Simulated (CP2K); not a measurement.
MoS2:

```xyz
6
Lattice="3.1690 0.0000 0.0000 -1.5845 2.7444 0.0000 0.0000 0.0000 12.3240" Properties=species:S:1:pos:R:3 pbc="T T T"
Mo    1.5845    0.9148    9.2430
Mo    0.0000    1.8296    3.0810
S     1.5845    0.9148    4.6461
S     0.0000    1.8296   10.8081
S     1.5845    0.9148    1.5159
S     0.0000    1.8296    7.6779
```

Base run:

```yaml
Program: CP2K 2026.2
Functional: PBEsol
Potentials_or_basis: POTENTIAL_UZH Mo GTH-PBE-q14, S GTH-PBE-q6; DZVP-MOLOPT-PBE-GTH basis
Density_cutoff: 9184 eV
k_mesh: 10 × 10 × 3
Occupations: fermi-dirac, width 0.05 eV
Spin: no spin polarisation
```

Its results: pressure -0.3 GPa; largest force 0.027 eV/Å.

Problem. The run is repeated on the same cell with these changes: functional from PBEsol to LDA. What comes out?

Solution. Pressure -2.1 GPa; largest force 0.020 eV/Å.

LDA binds more tightly than PBEsol, so the same cell stands under less pressure.

Caveats: the potentials were made for another functional, which shifts forces and pressure; the basis of atomic orbitals isn't converged, which shifts pressures, moduli and gaps; this functional lacks dispersion, which binds the layers, so the pressure and a relaxed spacing across them are unreliable (some runs).
